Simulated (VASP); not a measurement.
Te2Mo: band structure with PBE+D3(BJ)

Te2Mo, a slab with vacuum:

```
Te Mo
1.0
     3.49754    0.00000    0.00000
    -1.74877    3.02896    0.00000
     0.00000    0.00000   35.57879
Te Mo
6 3
Direct
  0.33333 0.66667 0.25643
  0.33333 0.66667 0.35869
  0.66667 0.33333 0.44891
  0.66667 0.33333 0.55109
  0.33333 0.66667 0.64131
  0.33333 0.66667 0.74357
  0.66667 0.33333 0.30753
  0.33333 0.66667 0.50000
  0.66667 0.33333 0.69247
```

* Program: VASP 6.6.1
* Task: band structure
* Functional: PBE
* Dispersion: D3(BJ)
* Potentials or basis: VASP PAW PBE potentials, release 64 (Te, Mo_sv)
* Cutoff: 520 eV
* k mesh: 12 × 12 × 1
* Occupations: gaussian, width 0.03 eV
* Spin: no spin polarisation
* Dipole correction: yes
* Further INCAR settings: ALGO = Normal; EDIFF = 1e-06; NBANDS = 49

* Largest force: 0.004 eV/Å
* Band gap on the k mesh: 0.77 eV, indirect (least direct gap 1.12 eV)
* Band gap along the path: 0.71 eV, indirect (least direct gap 1.12 eV)
* Dispersion energy per atom: -0.501 eV
* Ionisation potential of the upper face: 4.64 eV

Forces in eV/Å, atoms in the order of the input:
```
Te   0.000  0.000 -0.004
Te   0.000  0.000  0.001
Te   0.000  0.000 -0.001
Te   0.000  0.000  0.001
Te   0.000  0.000 -0.001
Te   0.000  0.000  0.004
Mo   0.000  0.000  0.000
Mo   0.000  0.000  0.000
Mo   0.000  0.000  0.000
```

Levels at points of the mesh, in eV from the valence-band top:
```csv
k point,band 36,band 37,band 38,band 39,band 40,band 41,band 42,band 43
"(0.00, 0.00, 0.00)",-1.00,-0.98,-0.07,0.00,2.90,2.90,2.96,2.96
"(0.50, 0.00, 0.00)",-1.00,-0.57,-0.41,-0.29,1.29,1.32,1.34,1.48
```

Run time: 6.3 min on 4 MPI ranks on Intel(R) Xeon(R) 6975P-C (Granite Rapids) (shared host), peak memory 0.79 GiB a rank.

Caveat: spin-orbit coupling is left out, which moves the levels of the heavy elements. PBE gaps usually lie below the measured ones, often by a third to a half.
